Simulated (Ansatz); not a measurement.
Ca: stationary points along a deformation path

Computed with Ansatz 0.2.0, DFT PBE, scalar-relativistic, plane waves, PAW. The runs took a 420 eV cutoff, a Γ-centred 16×16×16 mesh and Gaussian smearing (0.15 eV). No spin polarisation. Energies are free energies at this smearing, counted from the undisturbed cell; pressure is positive in compression.

Zero of the scan (as given, not relaxed at this level; it stands at -0.6 GPa):

```
CELL_PARAMETERS angstrom
0.00000 2.79420 2.79420
2.79420 0.00000 2.79420
2.79420 2.79420 0.00000
ATOMIC_POSITIONS crystal
Ca 0.00000 0.00000 0.00000
```

At fixed volume and fractional coordinates, lengths along (0.000, 0.000, 1.000) are scaled against those across it; ρ is that ratio over its starting value. V = 43.632 Å³/atom. Δσ is the stress along the axis less the mean stress across it (compression positive).

| ρ | ΔE (meV/atom) | Δσ (GPa) | space group |
| --- | --- | --- | --- |
| 0.650 | 15.5 | 0.20 | I4/mmm |
| 0.707 | 15.0 | 0.00 | Im-3m |
| 0.780 | 12.9 | 0.23 | I4/mmm |
| 0.850 | 8.2 | 0.35 | I4/mmm |
| 0.920 | 3.1 | 0.34 | I4/mmm |
| 0.960 | 0.9 | 0.22 | I4/mmm |
| 1.000 | 0.0 | 0.00 | Fm-3m |
| 1.050 | 1.8 | -0.44 | I4/mmm |
| 1.100 | 8.1 | -1.08 | I4/mmm |
| 1.200 | 36.7 | -2.51 | I4/mmm |
| 1.300 | 83.6 | -4.07 | I4/mmm |
| 1.414 | 162.2 | -6.25 | I4/mmm |
| 1.500 | 237.1 | -7.71 | I4/mmm |

How does the stress give the slope of the energy, and where is the energy stationary?

Along the path d ln(length) is 2/3 d ln ρ on the axis and −1/3 d ln ρ across it, so dE/d ln ρ = −(2/3) V Δσ: the energy falls with ρ where Δσ is positive. Δσ vanishes or changes sign at ρ = 0.707 (Im-3m), a stationary point at 15.0 meV/atom; at ρ = 1.000 (Fm-3m), a minimum at 0.0 meV/atom. Pairs of stationary points between two samples would go unseen, and could change a minimum read from distant neighbours into a maximum. At ρ = 0.707, 1.000 the cell is cubic, where symmetry alone makes the stress isotropic and the slope zero.

Which shear constant sets the curvature at ρ = 1?

For a cubic crystal E/V = (2/3) C (ln ρ)² with C = C′ = (C11 − C12)/2, so Δσ = −2C ln ρ. The parabola of Δσ against ln ρ through ρ = 0.960, 1 and 1.050 gives C ≈ 3.5 GPa with the ions clamped, rough because the steps are large. It is the stress–strain coefficient at this cell's pressure of -0.6 GPa, not the zero-pressure constant.

Integrate that slope from ρ = 1 to 0.850 by the trapezoid rule.

With V/N in Å³ and 1 eV/Å³ = 160.2 GPa the slopes at ρ = 1.000, 0.960, 0.920, 0.850 are 0, -40, -61, -63 meV/atom per unit of ln ρ. The steps add 0.8 + 2.1 + 4.9 = 7.9 meV/atom, against 8.2 from the energies; the trapezoid rule misses the curvature of the slope within each step.

In a metal these slopes depend on the k mesh and the smearing.